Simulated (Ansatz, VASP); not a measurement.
**ZrO2: VASP beside Ansatz**

File INCAR:

```
PREC = Accurate
ENCUT = 600
EDIFF = 1E-7
ISMEAR = 0
SIGMA = 0.02
LREAL = F
LASPH = T
NELM = 100
ALGO = Normal
ISIF = 3
LWAVE = F
LCHARG = F
GGA = PE
IVDW = 12
IBRION = 2
NSW = 70
EDIFFG = -0.02
```

The input KPOINTS:

```
Automatic mesh
0
Gamma
  6 6 4
```

File POSCAR:

```
ZrO2
1.0
    3.6207640403      0.0000000000      0.0000000000
    0.0000000000      3.6207640403      0.0000000000
    0.0000000000      0.0000000000      5.2813670661
Zr O
2 4
Direct
    0.0000000000      0.0000000000      0.0000000000
    0.5000000000      0.5000000000      0.5000000000
    0.0000000000      0.5000000000      0.1927973781
    0.0000000000      0.5000000000      0.6927973781
    0.5000000000      0.0000000000      0.3072026219
    0.5000000000      0.0000000000      0.8072026219
```

Input for Ansatz:

```yaml
crystal:
  lattice:
    - [3.6207640403, 0.0, 0.0]
    - [0.0, 3.6207640403, 0.0]
    - [0.0, 0.0, 5.2813670661]
  atoms:
    - { symbol: Zr, position: [0.0, 0.0, 0.0] }
    - { symbol: Zr, position: [0.5, 0.5, 0.5] }
    - { symbol: O, position: [0.0, 0.5, 0.1927973781] }
    - { symbol: O, position: [0.0, 0.5, 0.6927973781] }
    - { symbol: O, position: [0.5, 0.0, 0.3072026219] }
    - { symbol: O, position: [0.5, 0.0, 0.8072026219] }
basis:
  ecutwfc: 420
kpoints:
  mp_grid: { grid: [6, 6, 4] }
hamiltonian:
  xc: pbe
  dispersion: d3bj
scf:
  occupations: { method: gaussian, width: 0.02 }
output:
  forces: true
  stress: true
  eigenvalues: true
relax:
  adjacent_minimum: "off"
  f_tol: 0.02
  max_steps: 50
  cell: { stress_tol: 0.1 }
```

Alike in both runs: task relaxation of cell and atoms; functional PBE; dispersion D3(BJ); k mesh 6 × 6 × 4; occupations gaussian, width 0.02 eV; no spin polarisation.

|  | VASP | Ansatz |
| --- | --- | --- |
| version | VASP 6.6.1 | Ansatz 0.2.0 |
| potentials or method | VASP PAW PBE potentials, release 64 (Zr_sv, O) | scalar-relativistic, plane waves, PAW |
| plane-wave cutoff (eV) | 600 | 420 |
| valence electrons in the cell | 48 | 48 |

|  | VASP | Ansatz | Ansatz less VASP |
| --- | --- | --- | --- |
| gap on the k mesh at the Fermi level, each at its own relaxed structure (eV) | 4.06 | 4.07 | +0.017 |
| relaxed volume (Å³/atom) | 11.29 | 11.29 | +0.002 |
| relaxed cell length with the largest relative difference (Å) | 5.219 | 5.222 | +0.0038 |
| energy change over the relaxation (meV/atom) | -3 | -3 | +0.3 |

A k mesh can miss the band edges. As with any semilocal functional, this PBE gap is likely too small.
